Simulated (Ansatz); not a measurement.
The system is Zn.

```
CELL_PARAMETERS angstrom
3.77113 0.00000 0.00000
0.00000 3.77113 0.00000
0.00000 0.00000 3.77113
ATOMIC_POSITIONS crystal
Zn 0.00000 0.50000 0.50000
Zn 0.50000 0.00000 0.50000
Zn 0.50000 0.50000 0.00000
```

The cell was built by a generator and needn't be a form met in nature.

Base run:

- Program: Ansatz 0.2.0
- Functional: LDA
- Potentials or basis: Ansatz PAW
- Cutoff: 420 eV
- Density cutoff: 1680 eV
- k mesh: 7 × 7 × 7
- Occupations: fermi-dirac, width 0.05 eV
- Spin: no spin polarisation

Its results: band gap on the k mesh none (metal or under the smearing width); pressure -7.2 GPa.

Question: The run is repeated on the same cell with these changes: functional from LDA to RPBE. What comes out?

Answer: Band gap on the k mesh none (metal or under the smearing width); pressure 2.1 GPa.

RPBE binds less tightly than LDA, so the same cell stands under more pressure.

Caveats: the PAW data sets come from PBE, with cores solved anew for the run's functional, which leaves a small shift of forces and pressure; the potentials were made for another functional, which shifts forces and pressure (some runs).

Not every run made on this cell is shown here.
